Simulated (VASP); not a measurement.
InP:

```
In P
1.0
     0.00000    2.93933    2.93933
     2.93933    0.00000    2.93933
     2.93933    2.93933    0.00000
In P
1 1
Direct
  0.00000 0.00000 0.00000
  0.25000 0.25000 0.25000
```

The cell was built by a generator and needn't be a form met in nature.

Program: VASP 6.6.1. Alike in all runs: task band structure; potentials or basis VASP PAW PBE potentials, release 64 (In_d, P); no spin polarisation; cell as given; k mesh 8 × 8 × 8; cutoff (eV) 520; smearing gaussian 0.03 eV.

Q: Order these runs on this cell by their band gap on the k mesh, lowest first.
A. level r2SCAN
B. level TB-mBJ
C. level PBEsol

A: C (0.57 eV), A (1.12 eV), B (1.62 eV).

Caveats: spin-orbit coupling is left out, which moves the levels of the heavy elements.
